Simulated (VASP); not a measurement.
# BaO: band structure with LDA

Crystal: BaO.

```xyz
2
Lattice="0.0000 2.7391 2.7391 2.7391 0.0000 2.7391 2.7391 2.7391 0.0000" Properties=species:S:1:pos:R:3 pbc="T T T"
Ba    0.0000    0.0000    0.0000
O     2.7391    2.7391    2.7391
```

The cell was built by a generator and needn't be a form met in nature.

```yaml
Program: VASP 6.6.1
Task: band structure
Functional: LDA
Potentials_or_basis: VASP PAW LDA potentials, release 64 (Ba_sv, O)
Cutoff: 520 eV
k_mesh: 8 × 8 × 8
Occupations: gaussian, width 0.02 eV
Spin: no spin polarisation
Further_INCAR_settings: ALGO = Normal; EDIFF = 1e-06; NBANDS = 15
```

The pressure is 0.1 GPa. The band gap on the k mesh is 1.70 eV, direct and the band gap along the path is 1.70 eV, direct.

Levels at the corners of the path, in eV from the valence-band top:
| point | band 6 | band 7 | band 8 | band 9 | band 10 | band 11 |
| --- | --- | --- | --- | --- | --- | --- |
| Γ | -0.46 | -0.46 | -0.46 | 3.46 | 4.57 | 4.57 |
| X | -0.22 | -0.22 | 0.00 | 1.70 | 6.07 | 9.06 |
| X | -0.22 | -0.22 | 0.00 | 1.70 | 6.07 | 9.06 |
| W | -1.51 | -0.24 | -0.24 | 4.47 | 4.47 | 6.98 |
| W | -1.51 | -0.24 | -0.24 | 4.47 | 4.47 | 6.98 |
| K | -1.06 | -0.86 | -0.17 | 3.23 | 6.52 | 7.14 |
| K | -1.06 | -0.86 | -0.17 | 3.23 | 6.52 | 7.14 |
| Γ | -0.46 | -0.46 | -0.46 | 3.46 | 4.57 | 4.57 |
| Γ | -0.46 | -0.46 | -0.46 | 3.46 | 4.57 | 4.57 |
| L | -2.22 | -1.68 | -1.68 | 4.85 | 7.22 | 7.22 |
| L | -2.22 | -1.68 | -1.68 | 4.85 | 7.22 | 7.22 |
| U | -1.06 | -0.86 | -0.17 | 3.23 | 6.52 | 7.14 |
| U | -1.06 | -0.86 | -0.17 | 3.23 | 6.52 | 7.14 |
| W | -1.51 | -0.24 | -0.24 | 4.47 | 4.47 | 6.98 |
| W | -1.51 | -0.24 | -0.24 | 4.47 | 4.47 | 6.98 |
| L | -2.22 | -1.68 | -1.68 | 4.85 | 7.22 | 7.22 |
| L | -2.22 | -1.68 | -1.68 | 4.85 | 7.22 | 7.22 |
| K | -1.06 | -0.86 | -0.17 | 3.23 | 6.52 | 7.14 |
| U | -1.06 | -0.86 | -0.17 | 3.23 | 6.52 | 7.14 |
| X | -0.22 | -0.22 | 0.00 | 1.70 | 6.07 | 9.06 |

Run time: 38 s on 1 thread of Intel(R) Xeon(R) 6975P-C (Granite Rapids) (shared host), peak memory 0.16 GiB.

Caveat: spin-orbit coupling is left out, which moves the levels of the heavy elements. Expect the measured gap to be larger: semilocal functionals such as LDA lack the derivative discontinuity.
